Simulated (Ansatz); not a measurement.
## GaSb under changes of volume

One of the cells (28.625 Å³/atom); the others are scaled copies at fixed shape and fractional positions:

```
Sb Ga
1.0
     0.00000    3.05900    3.05900
     3.05900    0.00000    3.05900
     3.05900    3.05900    0.00000
Sb Ga
1 1
Direct
  0.75000 0.75000 0.75000
  0.00000 0.00000 0.00000
```

| Property | Result |
| --- | --- |
| Program | Ansatz 0.2.0 |
| Functional | revPBE |
| Dispersion | D4 |
| Potentials or basis | Ansatz PAW |
| Cutoff | 420 eV (not typed: the program's choice for these potentials) |
| k mesh | 8 × 8 × 8 |
| Occupations | fermi-dirac, width 0.05 eV |
| Spin | no spin polarisation |

```csv
volume (Å³/atom),energy over the lowest point (meV/atom),pressure (GPa),gap on the mesh (eV)
26.907,11.70,3.0,0.56
27.480,3.56,1.6,0.40
28.052,0.00,0.4,0.25
28.625,0.49,-0.6,0.11
29.197,4.45,-1.6,none
29.770,?,?,?
30.342,21.47,-3.1,none
```

Problem. What does the run at 29.770 Å³/atom give?

Solution. Energy over the lowest point 11.53 meV/atom; pressure -2.4 GPa; gap on the mesh none.

Worked out: A Birch-Murnaghan fit of order 3 (a polynomial in V^(-2/3)) to the other rows has its minimum at 28.27 Å³/atom with B0 = V·E''(V) = 53 GPa and B' = 5.2. It gives 11.60 meV/atom at 29.770 Å³/atom, against the run's 11.53, and -dE/dV = -2.4 GPa, against -2.4.

Energies are extrapolated to zero smearing.

Caveats: the PAW data sets come from PBE, with cores solved anew for the run's functional, which leaves a small shift of forces and pressure; spin-orbit coupling is left out, which moves the levels of the heavy elements (some runs); pairwise dispersion overbinds metals, which lowers pressure and volume (some runs).

A mesh can miss the band edges.

A gap of «none» marks a metal or a gap under the smearing width.
